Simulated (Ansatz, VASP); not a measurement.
## ZrH in VASP and in Ansatz

```xyz
4
Lattice="3.2428 0.0000 0.0000 0.0000 3.2428 0.0000 0.0000 0.0000 4.9480" Properties=species:S:1:pos:R:3 pbc="T T T"
Zr    0.0000    1.6214    0.0000
Zr    1.6214    0.0000    2.4740
H     0.0000    0.0000    3.7110
H     0.0000    0.0000    1.2370
```

Alike in both runs: task relaxation of cell and atoms; functional PBEsol; k mesh 14 × 14 × 8; occupations gaussian, width 0.1 eV; no spin polarisation.

|  | VASP | Ansatz |
| --- | --- | --- |
| version | VASP 6.6.1 | Ansatz 0.2.0 |
| potentials or method | VASP PAW PBE potentials, release 64 (Zr_sv, H) | scalar-relativistic, plane waves, PAW |
| plane-wave cutoff (eV) | 600 | 420 |
| valence electrons in the cell | 26 | 26 |

```tsv
	VASP	Ansatz	Ansatz less VASP
gap on the k mesh at the Fermi level, each at its own relaxed structure (eV)	none	none	-
relaxed volume (Å³/atom)	12.71	12.70	-0.009
relaxed cell length with the largest relative difference (Å)	4.994	4.991	-0.0032
energy change over the relaxation (meV/atom)	-4	-4	-0.2
```

A gap of «none» marks a metal or a gap that the smearing closes.

Caveats: the PAW data sets were made with another functional, which shifts forces and pressure a little (VASP).
